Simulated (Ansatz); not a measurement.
# Si2C: the cost of one run

Method: DFT PBE, scalar-relativistic, plane waves, PAW, in Ansatz 0.2.0.

6 further runs of the same task are left out: 6 set aside as unsound or not needed.

## 1. The starting structure

The structure is tetragonal, space group I4/mcm (No. 140). The conventional cell has a = 5.667 Å, b = 5.667 Å, c = 4.717 Å, α = 90.00°, β = 90.00°, γ = 90.00°. Si (site symmetry m2m) is surrounded by 4 C at 2.42 Å and 3 Si at 2.68 to 2.71 Å. Around C (site symmetry 422) lie 2 C at 2.36 Å and 8 Si at 2.42 Å.

Structure file:

```cif
data_structure
_symmetry_space_group_name_H-M 'I4/mcm'
_symmetry_Int_Tables_number 140
_cell_length_a 5.6666
_cell_length_b 5.6666
_cell_length_c 4.7169
_cell_angle_alpha 90.000
_cell_angle_beta 90.000
_cell_angle_gamma 90.000
_cell_volume 151.46
loop_
_atom_site_label
_atom_site_type_symbol
_atom_site_symmetry_multiplicity
_atom_site_Wyckoff_symbol
_atom_site_fract_x
_atom_site_fract_y
_atom_site_fract_z
_atom_site_occupancy
Si1 Si 8 h 0.16700 0.66700 0.00000 1
C1 C 4 a 0.00000 0.00000 0.25000 1
```

This is candidate A: Cr2B type (I4/mcm, No. 140).

(A quick probe on a coarse mesh, which set the mesh and smearing, is not shown.)

## 3. Rough relaxation on the coarse mesh (candidate A)

The input, input.yaml:

```yaml
crystal:
  lattice:
    - [-2.8332947256, 2.8332947256, 2.3584378083]
    - [2.8332947256, -2.8332947256, 2.3584378083]
    - [2.8332947256, 2.8332947256, -2.3584378083]
  atoms:
    - { symbol: Si, position: [0.667, 0.167, 0.834] }
    - { symbol: Si, position: [0.167, 0.333, 0.5] }
    - { symbol: Si, position: [0.333, 0.833, 0.166] }
    - { symbol: Si, position: [0.833, 0.667, 0.5] }
    - { symbol: C, position: [0.25, 0.25, 0.0] }
    - { symbol: C, position: [0.75, 0.75, 0.0] }
basis:
  ecutwfc: 420
kpoints:
  mp_grid: { grid: [6, 6, 6] }
hamiltonian:
  xc: pbe
scf:
  occupations: { method: gaussian, width: 0.1 }
  lower_state_search: "off"
output:
  forces: true
  stress: true
  eigenvalues: true
relax:
  adjacent_minimum: "off"
  f_tol: 0.04
  max_steps: 70
  cell: { stress_tol: 0.4 }
```

Run with:

```
$ ansatz run input.yaml --threads 1 --pin off --max-ram 2560MiB --backend cpu --events-out ev --progress --plain --runs-dir out
```

What time and memory should one allow on 1 thread of Arm Neoverse V2, shared host?

About 20 s, with a peak of 0.34 GiB.
